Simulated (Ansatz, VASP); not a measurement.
# One calculation of Sb, two programs

```
Sb
1.0
     2.16105    1.24768    3.68808
    -2.16105    1.24768    3.68808
     0.00000   -2.49536    3.68808
Sb
2
Direct
  0.23569 0.23569 0.23569
  0.76431 0.76431 0.76431
```

Alike in both runs: task single point; functional PBEsol; k mesh 12 × 12 × 12; occupations gaussian, width 0.1 eV; no spin polarisation.

```csv
,VASP,Ansatz
version,VASP 6.6.1,Ansatz 0.2.0
potentials or method,"VASP PAW PBE potentials, release 64 (Sb), cutoff 520 eV","scalar-relativistic, all-electron LAPW"
```

Ansatz gave:

- gap on the k mesh at the Fermi level (eV): none
- pressure (GPa): 0.0
- rms of the force components (eV/Å): 0.001

Task: What did VASP give for the same quantities?

Result: gap on the k mesh at the Fermi level (eV): none; pressure (GPa): 0.2; rms of the force components (eV/Å): 0.027.

Atom by atom the forces differ by 0.028 eV/Å (rms over components). A gap of «none» marks a metal or a gap that the smearing closes. Ansatz ran all-electron here, so the differences hold the error of VASP's frozen core and of both bases.

Caveats: the PAW data sets were made with another functional, which shifts forces and pressure a little (VASP). The runs have no spin-orbit coupling, so splittings on Sb are missing.
